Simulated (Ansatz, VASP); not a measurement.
# ZnCu: VASP beside Ansatz

INCAR

```
PREC = Accurate
ENCUT = 600
EDIFF = 1E-6
ISMEAR = 0
SIGMA = 0.1
LREAL = False
LASPH = True
NELM = 100
ALGO = Normal
ISIF = 3
LWAVE = False
LCHARG = False
GGA = PS
IBRION = 2
NSW = 100
EDIFFG = -0.005
```

The input KPOINTS:

```
Automatic mesh
0
Gamma
  14 14 14
```

The input POSCAR:

```
ZnCu
1.0
    2.9450000000      0.0000000000      0.0000000000
    0.0000000000      2.9450000000      0.0000000000
    0.0000000000      0.0000000000      2.9450000000
Zn Cu
1 1
Direct
    0.5000000000      0.5000000000      0.5000000000
    0.0000000000      0.0000000000      0.0000000000
```

Input for Ansatz:

```yaml
crystal:
  lattice:
    - [2.945, 0.0, 0.0]
    - [0.0, 2.945, 0.0]
    - [0.0, 0.0, 2.945]
  atoms:
    - { symbol: Zn, position: [0.5, 0.5, 0.5] }
    - { symbol: Cu, position: [0.0, 0.0, 0.0] }
basis:
  ecutwfc: 420
kpoints:
  mp_grid: { grid: [14, 14, 14] }
hamiltonian:
  xc: pbesol
scf:
  occupations: { method: gaussian, width: 0.1 }
output:
  forces: true
  stress: true
  eigenvalues: true
relax:
  adjacent_minimum: "off"
  f_tol: 0.005
  max_steps: 80
  cell: { stress_tol: 0.05 }
```

Alike in both runs: task relaxation of cell and atoms; functional PBEsol; k mesh 14 × 14 × 14; occupations gaussian, width 0.1 eV; no spin polarisation.

|  | VASP | Ansatz |
| --- | --- | --- |
| version | VASP 6.6.1 | Ansatz 0.2.0 |
| potentials or method | VASP PAW PBE potentials, release 64 (Zn, Cu) | scalar-relativistic, plane waves, PAW |
| plane-wave cutoff (eV) | 600 | 420 |
| valence electrons in the cell | 23 | 31 |

Ansatz gave:

- gap on the k mesh at the Fermi level, each at its own relaxed structure (eV): none
- relaxed volume (Å³/atom): 12.29
- relaxed cell length with the largest relative difference (Å): 2.908
- energy change over the relaxation (meV/atom): -7

Problem. Estimate VASP's values.

Solution. gap on the k mesh at the Fermi level, each at its own relaxed structure (eV): none; relaxed volume (Å³/atom): 12.36; relaxed cell length with the largest relative difference (Å): 2.913; energy change over the relaxation (meV/atom): -5.

A gap of «none» marks a metal or a gap that the smearing closes. The two sets of potentials don't hold the same shells in valence.

Caveats: the PAW data sets were made with another functional, which shifts forces and pressure a little (VASP).
